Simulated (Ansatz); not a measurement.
`CC(=O)OB(Cl)Cl` + H₂ → `ClBCl` + `CC(=O)O` at 298.15 K and 1 bar (hydrogenolysis of a B–O bond).

Computed with Ansatz on PBE0-D4/def2-TZVP structures; ΔE is electronic, products minus reactants. CCSD(T)/CBS adds triple-zeta CCSD(T) − MP2 to the extrapolated MP2 energy (def2 sets, frozen cores). This one scheme is used for every species. Each species was taken in one conformer, which may not be the lowest.

```
         species  CCSD(T)/CBS energy (Eh)  H − E (kJ/mol)  S (J/(mol·K))
`CC(=O)OB(Cl)Cl`              -1172.74575           177.3          384.5
              H₂                 -1.17544            35.1          130.4
         `ClBCl`               -945.02167            50.8          268.0
       `CC(=O)O`               -228.87529           177.3          287.6
```

H − E and S are ideal-gas, rigid-rotor, harmonic terms from PBE0-D4/def2-TZVP, for one conformer and one mirror image of each species. For small species the MP2-based limit differs from directly extrapolated CCSD(T) by up to some mEh (0.8 for H₂); such offsets cancel only in part. 1 Eh = 2625.50 kJ/mol, R = 8.31446 J/(mol·K).

Question: By hand: ΔE, ΔH, ΔS and ΔG.

Answer: ΔE = (-945.02167) + (-228.87529) − (-1172.74575) − (-1.17544) = 0.02423 Eh = 63.6 kJ/mol. Δ(H − E) = 50.8 + 177.3 − 177.3 − 35.1 = 15.7, so ΔH = 79.3 kJ/mol. ΔS = 268.0 + 287.6 − 384.5 − 130.4 = 40.7 J/(mol·K). ΔG = 79.3 − 298.15 × (40.7)/1000 = 67.2 kJ/mol.

Question: By hand: the equilibrium constant, and the temperature at which ΔG would vanish if ΔH and ΔS stayed fixed.

Answer: log₁₀ K = −ΔG/(RT ln 10) = -11.8. ΔG = 0 at ΔH/ΔS = 1948 K.

ΔH outweighs TΔS. A doubt of 5 kJ/mol in ΔE shifts log₁₀ K by 0.9 here. Other conformers and mirror images would add mixing entropy, several J/(mol·K) or more a flexible species. Modes under 60 cm⁻¹, often nearly free rotors, make the harmonic entropy too high. These are equilibria of isolated gas molecules and say nothing of rates. Largest T1 diagnostic: 0.015 (customary marks: 0.02 for closed shells, 0.045 for open ones).
